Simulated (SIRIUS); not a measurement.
The system is LiH.

```
Li H
1.0
     0.00000    2.03675    2.03675
     2.03675    0.00000    2.03675
     2.03675    2.03675    0.00000
Li H
1 1
Direct
  0.00000 0.00000 0.00000
  0.50000 0.50000 0.50000
```

Base run:

```yaml
Program: SIRIUS 7.12.0
Functional: PBEsol
Potentials_or_basis: all-electron FP-LAPW
Cutoff: 168 eV
Basis: apw+lo standard
k_mesh: 11 × 11 × 11
Occupations: fermi-dirac, width 0.05 eV
Spin: no spin polarisation
```

Its results: band gap on the k mesh 2.99 eV, direct.

**Question.** The run is repeated on the same cell with these changes: functional from PBEsol to PBE. What comes out?

**Answer.** Band gap on the k mesh 3.23 eV, direct.

Caveats: the mesh misses the band edges, which the band path finds closer together.
